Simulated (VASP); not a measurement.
A run of VASP 6.6.1 is set up as follows.

The input POSCAR:

```
Br
1.0
    4.5976400000      0.0000000000      0.0000000000
    0.0000000000      4.5976400000      0.0000000000
    0.0000000000      0.0000000000      4.5976400000
Br
3
Direct
    0.5000000000      0.0000000000      0.0000000000
    0.0000000000      0.5000000000      0.0000000000
    0.0000000000      0.0000000000      0.5000000000
```

INCAR.step1

```
PREC     = Accurate       # precision mode
ENCUT    = 600            # plane-wave cutoff, eV
ISMEAR   = -1             # smearing method
SIGMA    = 0.02           # smearing width, eV
LREAL    = F              # projectors in reciprocal space
LASPH    = T              # aspherical terms in the spheres
NELM     = 100            # most SCF steps
GGA      = PE             # functional
ALGO     = Normal         # electronic algorithm
EDIFF    = 1E-4           # SCF threshold, eV
LWAVE    = T              # write WAVECAR
LCHARG   = F              # write CHGCAR
```

The input INCAR.step2:

```
PREC     = Accurate       # precision mode
ENCUT    = 600            # plane-wave cutoff, eV
EDIFF    = 1E-7           # SCF threshold, eV
ISMEAR   = -1             # smearing method
SIGMA    = 0.02           # smearing width, eV
LREAL    = F              # projectors in reciprocal space
LASPH    = T              # aspherical terms in the spheres
NELM     = 100            # most SCF steps
ALGO     = Normal         # electronic algorithm
ISIF     = 3              # what is computed and relaxed
LWAVE    = F              # write WAVECAR
LCHARG   = F              # write CHGCAR
METAGGA  = R2SCAN         # meta-GGA
LMIXTAU  = T            
IBRION   = 2              # ionic algorithm
NSW      = 80             # ionic steps
EDIFFG   = -0.03          # ionic threshold
ISTART   = 1
```

Contents of KPOINTS:

```
regular mesh
0
Gamma
  5 5 5
```

Potentials or basis: VASP PAW PBE potentials, release 64 (Br).

Command:

```bash
$ cat potpaw_PBE.64/Br/POTCAR > POTCAR
$ cp INCAR.step1 INCAR
$ mpirun -np 1 vasp_std > vasp.out
$ cp INCAR.step2 INCAR
$ mpirun -np 1 vasp_std > vasp.out
```

Predict the relaxed volume.

30.99 Å³/atom.

What does it give for the relaxed cell?

a = 4.530 Å, b = 4.530 Å, c = 4.530 Å, α = 90.00°, β = 90.00°, γ = 90.00°.

Predict the band gap on the k mesh.

none (metal or under the smearing width).

Final structure:
```yaml
crystal:
  lattice:
    - [4.53031, 0.00000, 0.00000]
    - [0.00000, 4.53031, 0.00000]
    - [0.00000, 0.00000, 4.53031]
  atoms:
    - { symbol: Br, position: [0.50000, 0.00000, 0.00000] }
    - { symbol: Br, position: [0.00000, 0.50000, 0.00000] }
    - { symbol: Br, position: [0.00000, 0.00000, 0.50000] }
```

Caveat: the PAW data sets were made with another functional, which shifts forces and pressure a little; an odd number of electrons without spin polarisation forces a metal; a magnetic or distorted state may lie lower.
